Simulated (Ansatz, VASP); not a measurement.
This is a calculation of PtS2 for Ansatz 0.2.0.

input.yaml

```yaml
crystal:
  lattice:
    - [3.4708695004, 0.0, 0.0]
    - [-1.7354347502, 3.0058611606, 0.0]
    - [0.0, 0.0, 4.9359384846]
  atoms:
    - { symbol: Pt, position: [0.0, 0.0, 0.0] }
    - { symbol: S, position: [0.6666666667, 0.3333333333, 0.773] }
    - { symbol: S, position: [0.3333333333, 0.6666666667, 0.227] }
hamiltonian:
  xc: lda
  pseudopotentials: { kind: paw }
kpoints:
  mp_grid: { grid: [9, 9, 5] }
scf:
  occupations: { method: fermi_dirac, width: 0.05 }
output:
  forces: true
  stress: true
  eigenvalues: true
```

Potentials or basis: Ansatz PAW.

The run is started by

```console
$ ansatz run input.yaml --threads 2 --pin off --max-ram 5632MiB --backend cpu --events-out ev --progress --plain --runs-dir out
```

Task: Set up the same calculation for VASP 6.6.1. Potentials there: VASP PAW LDA potentials, release 64 (Pt, S).

Result: As run (the cutoff follows the program's own potentials):

Contents of INCAR:

```
ALGO = Normal
EDIFF = 1E-7
ENCUT = 520
GGA = CA
ISIF = 2
ISMEAR = -1
LASPH = T
LCHARG = F
LREAL = F
LWAVE = F
NBANDS = 18
NELM = 80
PREC = Accurate
SIGMA = 0.05
```

The input KPOINTS:

```
k-points
0
Gamma
  9 9 5
```

Contents of POSCAR:

```
PtS2
1.0
    3.4708695004      0.0000000000      0.0000000000
   -1.7354347502      3.0058611606      0.0000000000
    0.0000000000      0.0000000000      4.9359384846
Pt S
1 2
Direct
    0.0000000000      0.0000000000      0.0000000000
    0.6666666667      0.3333333333      0.7730000000
    0.3333333333      0.6666666667      0.2270000000
```

Potentials or basis: VASP PAW LDA potentials, release 64 (Pt, S).

Launch:

```sh
$ cat potpaw_LDA.64/Pt/POTCAR potpaw_LDA.64/S/POTCAR > POTCAR
$ mpirun -np 1 vasp_std > vasp.out
```

Both were run:

|  | VASP | Ansatz | Ansatz less VASP |
| --- | --- | --- | --- |
| gap on the k mesh at the Fermi level (eV) | 0.98 | 0.96 | -0.014 |
| least direct gap on the mesh (eV) | 1.03 | 1.02 | -0.012 |
| pressure (GPa) | 15.2 | 15.3 | +0.08 |
| largest component of the traceless stress (GPa) | 3.91 | 3.94 | +0.029 |
| rms of the force components (eV/Å) | 0.868 | 0.869 | +0.0013 |

Atom by atom the forces differ by 0.001 eV/Å (rms over components). The two sets of potentials don't hold the same shells in valence.

Caveats: spin-orbit coupling is left out, which moves the levels of the heavy elements; forces of over 1 eV/Å show positions far from the minimum, so gaps and moduli don't describe the material at rest; so large a pressure means that the cell lies far from this level's equilibrium, or that cutoff or potentials fall short (VASP); an odd mesh through Γ misses points on the zone boundary, where band edges often lie (VASP); odd divisions of the mesh miss points on the zone boundary, where band edges often lie, so the gap on the mesh can be too wide (Ansatz); the PAW data sets come from PBE, with cores solved anew for the run's functional, which leaves a small shift of forces and pressure (Ansatz). LDA gaps usually lie below the measured ones, often by a third to a half.
